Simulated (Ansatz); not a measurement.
TiO2:

```
Ti O
1.0
     4.54535    0.00000    0.00000
     0.00000    5.51962    0.00000
     0.00000    0.00000    4.90920
Ti O
4 8
Direct
  0.00000 0.17299 0.75000
  0.50000 0.32701 0.25000
  0.00000 0.82701 0.25000
  0.50000 0.67299 0.75000
  0.27145 0.38172 0.91865
  0.77145 0.11828 0.08135
  0.22855 0.11828 0.41865
  0.72855 0.38172 0.58135
  0.27145 0.61828 0.41865
  0.77145 0.88172 0.58135
  0.22855 0.88172 0.91865
  0.72855 0.61828 0.08135
```

Measurements of this composition are mostly on another form, of space group No. 141.

Base run:

* Program: Ansatz 0.2.0
* Functional: PBE
* Potentials or basis: Ansatz PAW
* Cutoff: 420 eV (not typed: the program's choice for these potentials)
* k mesh: 6 × 5 × 6
* Occupations: fermi-dirac, width 0.05 eV
* Spin: no spin polarisation

Its results: band gap on the k mesh 2.62 eV, indirect (least direct gap 2.67 eV); pressure 4.1 GPa; largest force 0.116 eV/Å.

Question: The run is repeated on the same cell with these changes: hubbard terms from none to Ti d U = 8 eV; hubbard projectors from none to ortho-atomic (the default). What comes out?

Answer: Band gap on the k mesh 3.61 eV, indirect (least direct gap 3.72 eV); pressure 12.3 GPa; largest force 0.548 eV/Å.

The U term pushes filled and empty states of the shell apart.

Caveats: odd divisions of the mesh miss points on the zone boundary, where band edges often lie, so the gap on the mesh can be too wide.

A k mesh can miss the band edges.
